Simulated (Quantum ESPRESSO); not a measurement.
## TiAl under changes of volume

One of the cells (16.065 Å³/atom); the others are scaled copies at fixed shape and fractional positions:

```xyz
2
Lattice="3.1791 0.0000 0.0000 0.0000 3.1791 0.0000 0.0000 0.0000 3.1791" Properties=species:S:1:pos:R:3 pbc="T T T"
Ti    0.0000    0.0000    0.0000
Al    1.5895    1.5895    1.5895
```

The cell comes from a database or a generator and needn't be the stable form of this composition.

| Item | Value |
| --- | --- |
| Program | Quantum ESPRESSO 7.5 |
| Functional | PBEsol |
| Potentials or basis | GBRV 1.5 PBEsol |
| Cutoff | 612 eV |
| Density cutoff | 4898 eV |
| k mesh | 8 × 8 × 8 |
| Occupations | fermi-dirac, width 0.05 eV |
| Spin | no spin polarisation |

```csv
volume (Å³/atom),energy over the lowest point (meV/atom),pressure (GPa)
15.101,?,?
15.422,1.93,2.3
15.743,0.00,-0.2
16.065,2.88,-2.5
16.386,10.11,-4.6
16.707,21.28,-6.4
17.028,36.00,-8.1
```

What does the run at 15.101 Å³/atom give?

Energy over the lowest point 9.20 meV/atom; pressure 5.1 GPa.

Worked out: A Birch-Murnaghan fit of order 3 (a polynomial in V^(-2/3)) to the other rows has its minimum at 15.71 Å³/atom with B0 = V·E''(V) = 119 GPa and B' = 3.9. It gives 9.18 meV/atom at 15.101 Å³/atom, against the run's 9.20, and -dE/dV = 5.0 GPa, against 5.1.

Energies are extrapolated to zero smearing.
